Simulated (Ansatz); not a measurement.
The system is ZrSe2.

```xyz
3
Lattice="3.7980 0.0000 0.0000 -1.8990 3.2892 0.0000 0.0000 0.0000 6.1920" Properties=species:S:1:pos:R:3 pbc="T T T"
Zr    0.0000    0.0000    0.0000
Se    1.8990    1.0964    4.6440
Se    0.0000    2.1928    1.5480
```

```yaml
Program: Ansatz 0.2.0
Task: relaxation of cell and atoms
Functional: LC-wPBE
Potentials_or_basis: Ansatz PAW
Cutoff: "420 eV (not typed: the program's choice for these potentials)"
k_mesh: 4 × 4 × 3
Occupations: fermi-dirac, width 0.05 eV
Spin: no spin polarisation
```

At the start: volume 25.78 Å³/atom.

How do energy, volume and symmetry change on relaxing?

It ends after 7 steps and the volume is 27.16 Å³/atom (+5.3 %); space group P-3m1 (No. 164, to 0.05 Å).

The path:
| step | energy change (eV) | largest force (eV/Å) | volume (Å³) |
| --- | --- | --- | --- |
| 1 | 0.0000 | 0.1596 | 77.35 |
| 2 | -0.0072 | 0.0066 | 78.31 |
| 3 | -0.0109 | 0.0433 | 79.63 |
| 4 | -0.0122 | 0.0201 | 80.71 |
| 5 | -0.0124 | 0.0009 | 81.29 |
| 6 | -0.0123 | 0.0008 | 81.48 |
| 7 | -0.0131 | 0.0013 | 81.48 |

Final structure:
```yaml
crystal:
  lattice:
    - [3.79297, 0.00000, 0.00000]
    - [-1.89648, 3.28481, 0.00000]
    - [0.00000, 0.00000, 6.53963]
  atoms:
    - { symbol: Zr, position: [0.00000, 0.00000, 0.00000] }
    - { symbol: Se, position: [0.66667, 0.33333, 0.76411] }
    - { symbol: Se, position: [0.33333, 0.66667, 0.23589] }
```

Caveat: the k mesh is coarse (spacing up to 0.48 Å⁻¹), so the values aren't converged, least of all with exact exchange; the plane-wave basis is chosen anew once the cell has moved, so the energies of steps on either side of that aren't comparable; the PAW data sets come from PBE, with cores solved anew for the run's functional, which leaves a small shift of forces and pressure.
